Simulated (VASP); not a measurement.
# CoO (Fm-3m) in VASP: further runs

The runs below take CoO through single point, with PBE.

All numbers are computed with VASP 6.6.1; they aren't measurements. Logs are shortened: lines on timing, memory, paths and dates and some standing lists are left out, and cuts for length are marked.

**1. Starting point**

The structure is cubic, space group Fm-3m (No. 225). Conventional cell: a = 4.263 Å, b = 4.263 Å, c = 4.263 Å, α = 90.00°, β = 90.00°, γ = 90.00°. Co (site symmetry m-3m) has 6 O at 2.13 Å as nearest neighbours. Around O (site symmetry m-3m) lie 6 Co at 2.13 Å.

**2. Single point, PBE, collinear spin, ferromagnetic start**

The input, INCAR:

```
PREC = Accurate ; ENCUT = 520
EDIFF = 1E-7 ; ISMEAR = 0
SIGMA = 0.02 ; LREAL = False
LASPH = True ; NELM = 120
ALGO = Normal ; ISIF = 2
LWAVE = False ; LCHARG = False
ISPIN = 2 ; MAGMOM = 3 0
LORBIT = 11 ; LMAXMIX = 4
GGA = PE ; NBANDS = 18
```

The input, KPOINTS:

```
regular mesh
0
Gamma
  10 10 10
```

The input, POSCAR:

```
CoO
1.0
    0.0000000000      2.1315000000      2.1315000000
    2.1315000000      0.0000000000      2.1315000000
    2.1315000000      2.1315000000      0.0000000000
Co O
1 1
Direct
    0.0000000000      0.0000000000      0.0000000000
    0.5000000000      0.5000000000      0.5000000000
```

Potentials or basis: VASP PAW PBE potentials, release 64 (Co, O).

On the command line:

```
$ cat potpaw_PBE.64/Co/POTCAR potpaw_PBE.64/O/POTCAR > POTCAR
$ mpirun -np 1 vasp_std > vasp.out
```

OUTCAR:

```text
PREC = Accurate
   ENCUT = 520
   EDIFF = 1E-7
   ISMEAR = 0
   LREAL = False
   LASPH = True
   NELM = 120
   ISIF = 2
   ISPIN = 2
   LORBIT = 11
   GGA = PE

 ion  position               nearest neighbor table
   1  0.000  0.000  0.000-   2 2.13   2 2.13   2 2.13   2 2.13   2 2.13   2 2.13
   2  0.500  0.500  0.500-   1 2.13   1 2.13   1 2.13   1 2.13   1 2.13   1 2.13

  LATTYP: Found a face centered cubic cell.
 ALAT       =     4.2630000000

  Lattice vectors:

 A1 = (   0.0000000000,   2.1315000000,   2.1315000000)
 A2 = (   2.1315000000,   0.0000000000,   2.1315000000)
 A3 = (   2.1315000000,   2.1315000000,   0.0000000000)

Analysis of symmetry for initial positions (statically):
=====================================================================
 Subroutine PRICEL returns:
 Original cell was already a primitive cell.

 Routine SETGRP: Setting up the symmetry group for a
 face centered cubic supercell.

 Subroutine GETGRP returns: Found 48 space group operations
 (whereof 48 operations were pure point group operations)
 out of a pool of 48 trial point group operations.

The static configuration has the point symmetry O_h .

Analysis of symmetry for dynamics (positions and initial velocities):
=====================================================================
 Subroutine PRICEL returns:
 Original cell was already a primitive cell.

 Routine SETGRP: Setting up the symmetry group for a
 face centered cubic supercell.

 Subroutine GETGRP returns: Found 48 space group operations
 (whereof 48 operations were pure point group operations)
 out of a pool of 48 trial point group operations.

The dynamic configuration has the point symmetry O_h .

Analysis of structural, dynamic, and magnetic symmetry:
=====================================================================
 Subroutine PRICEL returns:
 Original cell was already a primitive cell.

 Routine SETGRP: Setting up the symmetry group for a
 face centered cubic supercell.

 Subroutine GETGRP returns: Found 48 space group operations
 (whereof 48 operations were pure point group operations)
 out of a pool of 48 trial point group operations.

The overall configuration has the point symmetry O_h .

 Subroutine INISYM returns: Found 48 space group operations
 (whereof 48 operations are pure point group operations),
 and found     1 'primitive' translations

----------------------------------------------------------------------------------------

                                     Primitive cell

  volume of cell :      19.3681

[... 113 lines left out ...]
   GGA     = PE    functional components
   LHFCALC =     F    Hartree Fock is set to
   AEXX    =    0.0000 exact exchange contribution
   IVDW    =     0    specifies the selected vdW correction
   LEPSILON=     F    determine dielectric tensor
   LRPA    =     F    only Hartree local field effects (RPA)
 spin polarized calculation
 Gauss-broadening in eV      SIGMA  =   0.02
  energy-cutoff  :      520.00
  volume of cell :       19.37
 maximum number of plane-waves:       544
 NGX is ok and might be reduce to    24
   NGX = 11   NGY = 11   NGZ = 11

 number of electron      15.0000007 magnetization       2.9268190

 Free energy of the ion-electron system (eV)
  ---------------------------------------------------
  ext. energy  EPLUGINS =         0.00000000
  ---------------------------------------------------
  free energy    TOTEN  =       -13.04569655 eV

  energy without entropy =      -13.04480380  energy(sigma->0) =      -13.04525017

 E-fermi :   7.8719     XC(G=0): -12.3956

 val. band max:        7.8650330240   @ k =  -0.4000   0.4000   0.1000
 cond. band min:       7.8803955686   @ k =   0.4000   0.1000   0.0000
 fundamental gap:      0.0153625446
 Fermi energy:         7.8719192387

 spin component 1

 k-point     1 :       0.0000    0.0000    0.0000
  band No.  band energies     occupation
      1     -12.2924      1.00000
      2       4.6000      1.00000
      3       4.6000      1.00000
      4       4.7714      1.00000
      5       4.7714      1.00000
      6       4.7714      1.00000
[... 493 lines left out ...]
     17      37.5449      0.00000
     18      38.6283      0.00000

 [... further k-points ...]

 spin component 2

 k-point     1 :       0.0000    0.0000    0.0000
  band No.  band energies     occupation
      1     -11.7810      1.00000
      2       5.3422      1.00000
      3       5.3422      1.00000
      4       5.3422      1.00000
      5       6.7784      1.00000
      6       6.7784      1.00000
[... 493 lines left out ...]
     17      37.9655      0.00000
     18      39.0757      0.00000

 [... further k-points ...]

------------------------ aborting loop because EDIFF is reached ----------------------------------------

  FORCE on cell =-STRESS in cart. coord.  units (eV):
  Direction    XX          YY          ZZ          XY          YZ          ZX
  --------------------------------------------------------------------------------------
  -------------------------------------------------------------------------------------
  Total       -0.2899898     -0.2899898     -0.2899898     -0.0000000      0.0000000      0.0000000
  in kB      -23.9887356    -23.9887356    -23.9887356     -0.0000000      0.0000000      0.0000000
  external PRESSURE =     -23.9887356 kB  Pullay stress =       0.0000000 kB

 VOLUME and BASIS-vectors are now :
 -----------------------------------------------------------------------------
  energy-cutoff  :      520.00
  volume of cell :       19.37
      direct lattice vectors                 reciprocal lattice vectors
     0.000000000  2.131500000  2.131500000    -0.234576589  0.234576589  0.234576589
     2.131500000  0.000000000  2.131500000     0.234576589 -0.234576589  0.234576589
     2.131500000  2.131500000  0.000000000     0.234576589  0.234576589 -0.234576589

 POSITION                                       TOTAL-FORCE (eV/Angst)
 -----------------------------------------------------------------------------------
      0.00000      0.00000      0.00000        -0.000000     -0.000000     -0.000000
      2.13150      2.13150      2.13150         0.000000      0.000000      0.000000
 -----------------------------------------------------------------------------------
    total drift:                                0.000000     -0.000000     -0.000000

  FREE ENERGIE OF THE ION-ELECTRON SYSTEM (eV)
  ---------------------------------------------------
  free  energy   TOTEN  =       -13.0456965488 eV

  energy  without entropy=      -13.0448037985  energy(sigma->0) =      -13.04525017

 total charge

# of ion       s       p       d       tot
------------------------------------------
    1        0.293   0.355   7.140   7.788
    2        1.556   3.423   0.000   4.979
--------------------------------------------------
tot          1.849   3.778   7.140  12.767

 magnetization (x)

# of ion       s       p       d       tot
------------------------------------------
    1        0.021   0.018   2.533   2.571
    2        0.029   0.276   0.000   0.305
--------------------------------------------------
tot          0.049   0.294   2.533   2.876
```

OSZICAR:

```text
N       E                     dE             d eps       ncg     rms          rms(c)
DAV:   1     0.799372791837E+02    0.79937E+02   -0.70110E+03  3480   0.101E+03
DAV:   2    -0.107546152449E+02   -0.90692E+02   -0.78254E+02  3578   0.226E+02
DAV:   3    -0.157385309317E+02   -0.49839E+01   -0.48806E+01  3868   0.563E+01
DAV:   4    -0.157888416910E+02   -0.50311E-01   -0.50278E-01  4066   0.544E+00
DAV:   5    -0.157899784068E+02   -0.11367E-02   -0.11366E-02  4126   0.826E-01    0.150E+01
DAV:   6    -0.146238769764E+02    0.11661E+01   -0.18163E+01  4342   0.615E+01    0.206E+01
DAV:   7    -0.131535591680E+02    0.14703E+01   -0.87459E+00  4194   0.499E+01    0.841E+00
DAV:   8    -0.130934109013E+02    0.60148E-01   -0.36006E-01  4594   0.810E+00    0.490E+00
DAV:   9    -0.130544447015E+02    0.38966E-01   -0.43995E-01  4758   0.116E+01    0.328E+00
DAV:  10    -0.130562089962E+02   -0.17643E-02   -0.57477E-02  4634   0.394E+00    0.160E+00
DAV:  11    -0.130461769628E+02    0.10032E-01   -0.82065E-02  4822   0.473E+00    0.644E-01
DAV:  12    -0.130457064668E+02    0.47050E-03   -0.83159E-03  4704   0.116E+00    0.897E-02
DAV:  13    -0.130457291521E+02   -0.22685E-04   -0.47309E-04  3814   0.178E-01    0.113E-01
DAV:  14    -0.130456949248E+02    0.34227E-04   -0.36403E-05  4928   0.583E-02    0.387E-02
DAV:  15    -0.130456956575E+02   -0.73264E-06   -0.16763E-05  4992   0.790E-02    0.873E-03
DAV:  16    -0.130456965192E+02   -0.86169E-06   -0.41647E-06  4844   0.215E-02    0.504E-03
DAV:  17    -0.130456965488E+02   -0.29672E-07   -0.19596E-07  3876   0.412E-03
   1 F= -.13045697E+02 E0= -.13045250E+02  d E =-.892750E-03  mag=     2.9268
```

stdout:

```text
POSCAR found type information on POSCAR CoO
 POSCAR found :  2 types and       2 ions
 scaLAPACK will be used
 LDA part: xc-table for (Slater+PW92), standard interpolation
 POSCAR, INCAR and KPOINTS ok, starting setup
 FFT: planning ... GRIDC
 FFT: planning ... GRID_SOFT
 FFT: planning ... GRID
 WAVECAR not read
 entering main loop
```

Run time: 33 s. Hardware: 1 thread of Intel Xeon Platinum 8488C (Sapphire Rapids), shared host; peak memory 0.16 GiB.

What came out:

- Free energy: -13.0457 eV
- Pressure: -2.4 GPa
- Band gap on the k mesh: none (metal or under the smearing width)
- Net moment: 2.93 μB per cell
- Site moments: Co +2.57; O +0.30 μB
- Valence electrons inside the program's atomic spheres: Co 7.79; O 4.98

Caveat: a cell with one magnetic atom can't hold antiferromagnetic order, which such compounds often take; semilocal functionals often make such compounds metallic where correlation or magnetic order opens a gap, which also shifts bond lengths.

**3. Single point, PBE, collinear spin, ferromagnetic start**

INCAR, as its differences from that of step 2:

```diff
@@ -1,2 +1,2 @@
-PREC = Accurate ; ENCUT = 520
+PREC = Accurate ; ENCUT = 600
 EDIFF = 1E-7 ; ISMEAR = 0
```

KPOINTS is that of step 2.

POSCAR is that of step 2.

Potentials or basis: VASP PAW PBE potentials, release 64 (Co, O).

On the command line:

```
$ cat potpaw_PBE.64/Co/POTCAR potpaw_PBE.64/O/POTCAR > POTCAR
$ mpirun -np 1 vasp_std > vasp.out
```

Run time: 28 s. Hardware: 1 thread of Intel Xeon Platinum 8488C (Sapphire Rapids), shared host; peak memory 0.17 GiB.

It converged, with:

| Quantity | Value |
| --- | --- |
| Free energy | -13.0476 eV |
| Pressure | -2.6 GPa |
| Band gap on the k mesh | none (metal or under the smearing width) |
| Net moment | 2.93 μB per cell |
| Site moments | Co +2.57; O +0.30 μB |
| Valence electrons inside the program's atomic spheres | Co 7.79; O 4.98 |

Levels at points of the mesh, in eV from the Fermi level:
Spin up:
| k point | band 6 | band 7 | band 8 | band 9 | band 10 | band 11 | band 12 | band 13 |
| --- | --- | --- | --- | --- | --- | --- | --- | --- |
| (0.00, 0.00, 0.00) | -3.10 | -3.08 | -3.08 | -3.08 | 0.99 | 16.86 | 18.12 | 18.12 |
| (0.50, 0.00, 0.00) | -2.36 | -1.81 | 0.09 | 0.09 | 5.07 | 9.32 | 13.43 | 13.43 |
| (0.50, 0.50, 0.00) | -2.93 | -2.43 | -2.08 | -2.08 | 5.86 | 9.81 | 11.67 | 15.73 |
Spin down:
```csv
k point,band 4,band 5,band 6,band 7,band 8,band 9
"(0.00, 0.00, 0.00)",-2.53,-1.09,-1.09,-1.09,0.07,0.07
"(0.50, 0.00, 0.00)",-4.59,-0.13,-0.13,0.18,2.70,2.70
"(0.50, 0.50, 0.00)",-3.78,-2.20,0.12,0.12,0.53,0.99
```

Caveat: a cell with one magnetic atom can't hold antiferromagnetic order, which such compounds often take; semilocal functionals often make such compounds metallic where correlation or magnetic order opens a gap, which also shifts bond lengths. With open d or f shells a metallic result of PBE can be an artefact of self-interaction; +U or a hybrid may open a gap.

**4. Single point, PBE, collinear spin, ferromagnetic start**

INCAR, as its differences from that of step 3:

```diff
@@ -1,2 +1,2 @@
-PREC = Accurate ; ENCUT = 600
+PREC = Accurate ; ENCUT = 700
 EDIFF = 1E-7 ; ISMEAR = 0
```

KPOINTS is that of step 3.

POSCAR is that of step 3.

Potentials or basis: VASP PAW PBE potentials, release 64 (Co, O).

On the command line:

```
$ cat potpaw_PBE.64/Co/POTCAR potpaw_PBE.64/O/POTCAR > POTCAR
$ mpirun -np 1 vasp_std > vasp.out
```

OUTCAR:

```text
PREC = Accurate
   ENCUT = 700
   EDIFF = 1E-7
   ISMEAR = 0
   LREAL = False
   LASPH = True
   NELM = 120
   ISIF = 2
   ISPIN = 2
   LORBIT = 11
   GGA = PE

 ion  position               nearest neighbor table
   1  0.000  0.000  0.000-   2 2.13   2 2.13   2 2.13   2 2.13   2 2.13   2 2.13
   2  0.500  0.500  0.500-   1 2.13   1 2.13   1 2.13   1 2.13   1 2.13   1 2.13

  LATTYP: Found a face centered cubic cell.
 ALAT       =     4.2630000000

  Lattice vectors:

 A1 = (   0.0000000000,   2.1315000000,   2.1315000000)
 A2 = (   2.1315000000,   0.0000000000,   2.1315000000)
 A3 = (   2.1315000000,   2.1315000000,   0.0000000000)

Analysis of symmetry for initial positions (statically):
=====================================================================
 Subroutine PRICEL returns:
 Original cell was already a primitive cell.

 Routine SETGRP: Setting up the symmetry group for a
 face centered cubic supercell.

 Subroutine GETGRP returns: Found 48 space group operations
 (whereof 48 operations were pure point group operations)
[... 704 lines left out ...]
      6       6.7763      1.00000
[... 493 lines left out ...]
     17      37.9648      0.00000
     18      39.0752      0.00000

 [... further k-points ...]

------------------------ aborting loop because EDIFF is reached ----------------------------------------

  FORCE on cell =-STRESS in cart. coord.  units (eV):
  Direction    XX          YY          ZZ          XY          YZ          ZX
  --------------------------------------------------------------------------------------
  -------------------------------------------------------------------------------------
  Total       -0.3166890     -0.3166890     -0.3166890      0.0000000     -0.0000000      0.0000000
  in kB      -26.1973616    -26.1973616    -26.1973616      0.0000000     -0.0000000      0.0000000
  external PRESSURE =     -26.1973616 kB  Pullay stress =       0.0000000 kB

 VOLUME and BASIS-vectors are now :
 -----------------------------------------------------------------------------
  energy-cutoff  :      700.00
  volume of cell :       19.37
      direct lattice vectors                 reciprocal lattice vectors
     0.000000000  2.131500000  2.131500000    -0.234576589  0.234576589  0.234576589
     2.131500000  0.000000000  2.131500000     0.234576589 -0.234576589  0.234576589
     2.131500000  2.131500000  0.000000000     0.234576589  0.234576589 -0.234576589

 POSITION                                       TOTAL-FORCE (eV/Angst)
 -----------------------------------------------------------------------------------
      0.00000      0.00000      0.00000        -0.000000      0.000000      0.000000
      2.13150      2.13150      2.13150         0.000000      0.000000     -0.000000
 -----------------------------------------------------------------------------------
    total drift:                                0.000000      0.000000      0.000000

  FREE ENERGIE OF THE ION-ELECTRON SYSTEM (eV)
  ---------------------------------------------------
  free  energy   TOTEN  =       -13.0503987436 eV

  energy  without entropy=      -13.0495124076  energy(sigma->0) =      -13.04995558

 total charge

# of ion       s       p       d       tot
------------------------------------------
    1        0.293   0.354   7.140   7.787
    2        1.552   3.426   0.000   4.978
--------------------------------------------------
tot          1.845   3.780   7.140  12.765

 magnetization (x)

# of ion       s       p       d       tot
------------------------------------------
    1        0.021   0.018   2.534   2.572
    2        0.029   0.276   0.000   0.305
--------------------------------------------------
tot          0.049   0.294   2.534   2.877
```

OSZICAR:

```text
N       E                     dE             d eps       ncg     rms          rms(c)
DAV:   1     0.955255479922E+02    0.95526E+02   -0.84410E+03  3472   0.127E+03
DAV:   2    -0.927187128773E+01   -0.10480E+03   -0.89542E+02  3568   0.257E+02
DAV:   3    -0.157241966853E+02   -0.64523E+01   -0.62626E+01  3950   0.664E+01
DAV:   4    -0.157925818553E+02   -0.68385E-01   -0.68312E-01  4072   0.645E+00
DAV:   5    -0.157940835915E+02   -0.15017E-02   -0.15015E-02  4200   0.969E-01    0.150E+01
DAV:   6    -0.146247063701E+02    0.11694E+01   -0.18193E+01  4344   0.620E+01    0.205E+01
DAV:   7    -0.131592059547E+02    0.14655E+01   -0.87145E+00  4182   0.504E+01    0.841E+00
DAV:   8    -0.130983905950E+02    0.60815E-01   -0.36097E-01  4586   0.821E+00    0.490E+00
DAV:   9    -0.130592800710E+02    0.39111E-01   -0.44132E-01  4762   0.117E+01    0.328E+00
DAV:  10    -0.130608780991E+02   -0.15980E-02   -0.57785E-02  4638   0.399E+00    0.160E+00
DAV:  11    -0.130508691450E+02    0.10009E-01   -0.81690E-02  4794   0.477E+00    0.638E-01
DAV:  12    -0.130504126852E+02    0.45646E-03   -0.82218E-03  4722   0.117E+00    0.929E-02
DAV:  13    -0.130504342415E+02   -0.21556E-04   -0.45824E-04  3892   0.177E-01    0.115E-01
DAV:  14    -0.130503974946E+02    0.36747E-04   -0.39720E-05  4916   0.631E-02    0.394E-02
DAV:  15    -0.130503981147E+02   -0.62020E-06   -0.16736E-05  5008   0.794E-02    0.892E-03
DAV:  16    -0.130503987374E+02   -0.62269E-06   -0.43045E-06  4932   0.223E-02    0.480E-03
DAV:  17    -0.130503987436E+02   -0.61323E-08   -0.21315E-07  3886   0.451E-03
   1 F= -.13050399E+02 E0= -.13049956E+02  d E =-.886336E-03  mag=     2.9278
```

stdout:

```text
POSCAR found type information on POSCAR CoO
 POSCAR found :  2 types and       2 ions
 scaLAPACK will be used
 LDA part: xc-table for (Slater+PW92), standard interpolation
 POSCAR, INCAR and KPOINTS ok, starting setup
 FFT: planning ... GRIDC
 FFT: planning ... GRID_SOFT
 FFT: planning ... GRID
 WAVECAR not read
 entering main loop
```

It took 83 s on 1 thread of Intel Xeon Platinum 8488C (Sapphire Rapids), shared host; peak memory 0.2 GiB.

Results:

| Quantity | Value |
| --- | --- |
| Free energy | -13.0504 eV |
| Pressure | -2.6 GPa |
| Band gap on the k mesh | none (metal or under the smearing width) |
| Net moment | 2.93 μB per cell |
| Site moments | Co +2.57; O +0.30 μB |
| Valence electrons inside the program's atomic spheres | Co 7.79; O 4.98 |

Caveat: a cell with one magnetic atom can't hold antiferromagnetic order, which such compounds often take; semilocal functionals often make such compounds metallic where correlation or magnetic order opens a gap, which also shifts bond lengths. With open d or f shells a metallic result of PBE can be an artefact of self-interaction; +U or a hybrid may open a gap.

**5. The runs side by side**

```csv
cutoff (eV),gap on the mesh (eV),pressure (GPa),moment (μB)
520,none,-2.4,2.93
600,none,-2.6,2.93
700,none,-2.6,2.93
```

Alike in all rows: task single point; level PBE; potentials or basis VASP PAW PBE potentials, release 64 (Co, O); spin collinear, ferromagnetic start; cell as given; k mesh 10 × 10 × 10; smearing gaussian 0.02 eV.

Every run on the cell as given and a fine mesh finds a metal.

Caveats: a cell with one magnetic atom can't hold antiferromagnetic order, which such compounds often take; semilocal functionals often make such compounds metallic where correlation or magnetic order opens a gap, which also shifts bond lengths.

Absolute energies hang on the potentials; compare differences alone.
